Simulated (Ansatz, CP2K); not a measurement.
## One calculation of Cd, 3 ways

```
Cd
1.0
     2.97887    0.00000    0.00000
    -1.48944    2.57978    0.00000
     0.00000    0.00000    5.61765
Cd
2
Direct
  0.66667 0.33333 0.75000
  0.33333 0.66667 0.25000
```

Alike in all runs: task single point; functional PBEsol; k mesh 10 × 10 × 5; occupations fermi-dirac, width 0.05 eV; no spin polarisation; no spin-orbit coupling. Pressure is positive in compression and, in plane waves, holds the error of the finite cutoff, which Ansatz's Pulay term estimates and takes out.

| program and potentials | plane-wave cutoff (eV) | notes | pressure (GPa) |
| --- | --- | --- | --- |
| Ansatz, Ansatz PAW | 420 | potentials made for PBE, which Ansatz adapts in part; 20 valence electrons an atom on average; Pulay term of +0.04 GPa included | -1.57 |
| CP2K, POTENTIAL_UZH Cd GTH-PBE-q12; TZVP-MOLOPT-PBE-GTH basis | - | atomic basis; potentials made for PBE; 12 valence electrons an atom on average | -1.04 |
| Ansatz, all-electron LAPW, scalar-relativistic | - | - | -1.58 |

The pressure spans -1.58 (Ansatz, all-electron LAPW, scalar-relativistic) to -1.04 GPa (CP2K, POTENTIAL_UZH Cd GTH-PBE-q12; TZVP-MOLOPT-PBE-GTH basis), with all-electron results at -1.58. Rows in atomic bases carry the error of their basis and grid, which can be large.

Differences between rows come from potentials, basis sets and numerical settings, since the functional is the same but for its coding. Runs on potential files found faulty are left out.
